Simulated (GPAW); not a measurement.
Al:

```xyz
2
Lattice="4.4916 0.0000 0.0000 -2.2458 3.8898 0.0000 0.0000 0.0000 2.7226" Properties=species:S:1:pos:R:3 pbc="T T T"
Al    0.0000    2.5932    0.0000
Al    2.2458    1.2966    0.0000
```

The cell was built by a generator and needn't be a form met in nature.

Base run:

| Property | Result |
| --- | --- |
| Program | GPAW 26.7.0 |
| Functional | PBE |
| Potentials or basis | GPAW PAW data sets (gpaw-data 1.2.1) |
| Cutoff | 600 eV |
| Basis | pw |
| k mesh | 7 × 7 × 10 |
| Occupations | fermi-dirac, width 0.05 eV |
| Spin | no spin polarisation |

Its results: band gap on the k mesh none (metal or under the smearing width); pressure 1.7 GPa.

Problem. The run is repeated on the same cell with these changes: functional from PBE to TPSS. What comes out?

Solution. Band gap on the k mesh none (metal or under the smearing width); pressure 1.0 GPa.

Caveats: the PAW data sets were made with another functional, which shifts forces and pressure a little (some runs).
